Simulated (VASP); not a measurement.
A run of VASP 6.6.1:

INCAR

```
SYSTEM = Mg
  PREC = Accurate
  ENCUT = 520
  EDIFF = 1E-6
  ISMEAR = 0
  SIGMA = 0.05
  LREAL = .FALSE.
  LASPH = .TRUE.
  NELM = 150
  ALGO = Fast
  ISIF = 2
  LWAVE = .FALSE.
  LCHARG = .FALSE.
  MAGMOM = 0 0 0
  LORBIT = 11
  LSORBIT = .TRUE.
  GGA_COMPAT = .FALSE.
  LORBMOM = .TRUE.
  GGA = PE
  NBANDS = 13
```

KPOINTS

```
regular mesh
0
G
  16 16 16
  0 0 0
```

File POSCAR:

```
Mg
1.0
   -1.7876214303      1.7876214303      1.7876214303
    1.7876214303     -1.7876214303      1.7876214303
    1.7876214303      1.7876214303     -1.7876214303
Mg
1
Direct
    0.0000000000      0.0000000000      0.0000000000
```

Potentials or basis: VASP PAW PBE potentials, release 64 (Mg).

The run is started by

```bash
$ cat potpaw_PBE.64/Mg/POTCAR > POTCAR
$ mpirun -np 1 vasp_ncl > vasp.out
```

Hardware: 1 thread of Intel(R) Xeon(R) 6975P-C (Granite Rapids), on a shared host.

How long does it take, and how much memory?

It took 24 s on 1 thread of Intel(R) Xeon(R) 6975P-C (Granite Rapids), on a shared host, peak memory 0.23 GiB. Counts: scf iterations 9, k points 145.
